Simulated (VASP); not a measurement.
AlN, 32 atoms in the cell. The cell holds a slab with vacuum, 32 atoms: a = 6.260 Å, b = 6.260 Å, c = 24.121 Å, α = 90.00°, β = 90.00°, γ = 120.00°.  The cell isn't the ideal one: clean slab, lower planes held.

```yaml
Program: VASP 6.6.1
Task: single point
Functional: PBE
Potentials_or_basis: VASP PAW PBE potentials, release 64 (N, Al)
Cutoff: 520 eV
k_mesh: 3 × 3 × 1
Occupations: gaussian, width 0.05 eV
Spin: no spin polarisation
Dipole_correction: yes
Further_INCAR_settings: LREAL = Auto; ALGO = Fast; EDIFF = 1e-06; NBANDS = 86
```

Potentials or basis: VASP PAW PBE potentials, release 64 (N, Al).

The run is started by

```bash
$ cat potpaw_PBE.64/N/POTCAR potpaw_PBE.64/Al/POTCAR > POTCAR
$ mpirun -np 1 vasp_std > vasp.out
```

Hardware: 1 thread of Intel(R) Xeon(R) Platinum 8488C (Sapphire Rapids), on a shared host.

Problem. How long does it take, and how much memory?

Solution. It took 15 min on 1 thread of Intel(R) Xeon(R) Platinum 8488C (Sapphire Rapids) (shared host), peak memory 0.84 GiB. Counts: scf iterations 37, k points 3.
